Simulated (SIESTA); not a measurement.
## Dy under changes of volume

One of the cells (31.522 Å³/atom); the others are scaled copies at fixed shape and fractional positions:

```
CELL_PARAMETERS angstrom
3.59030 0.00000 0.00000
-1.79515 3.10929 0.00000
0.00000 0.00000 5.64750
ATOMIC_POSITIONS crystal
Dy 0.66667 0.33333 0.75000
Dy 0.33333 0.66667 0.25000
```

```yaml
Program: SIESTA 5.4.2
Functional: LDA
Potentials_or_basis: PseudoDojo 3+ lanthanides (4f in the core) (PBE files)
Basis: DZP (energy shift 0.003 Ry; two zetas on semicore shells)
Grid_cutoff: 800 Ry
Energy_shift: 0.003 Ry
k_mesh: 7 × 7 × 4
Occupations: fermi-dirac, width 0.05 eV
Spin: collinear spin, ferromagnetic start
Starting_moments: "[5.0, 5.0] μB"
```

| volume (Å³/atom) | energy over the lowest point (meV/atom) | pressure (GPa) |
| --- | --- | --- |
| 29.631 | 0.00 | -1.7 |
| 30.261 | 8.51 | -2.6 |
| 30.892 | 20.25 | -3.4 |
| 31.522 | 34.95 | -4.1 |
| 32.153 | 52.42 | -4.8 |
| 32.783 | 72.50 | -5.4 |
| 33.414 | ? | ? |

Question: What does the run at 33.414 Å³/atom give?

Answer: Energy over the lowest point 94.99 meV/atom; pressure -6.0 GPa.

Worked out: A Birch-Murnaghan fit of order 3 (a polynomial in V^(-2/3)) to the other rows has no minimum within the range. It gives 95.00 meV/atom at 33.414 Å³/atom, against the run's 94.99, and -dE/dV = -6.0 GPa, against -6.0.

Energies are extrapolated to zero smearing.

Caveats: the magnetic or orbital state may not be the lowest; the potentials were made for another functional, which shifts forces and pressure; short orbitals over semicore shells can move pressures by several GPa; the basis of atomic orbitals isn't converged, which shifts pressures, moduli and gaps.
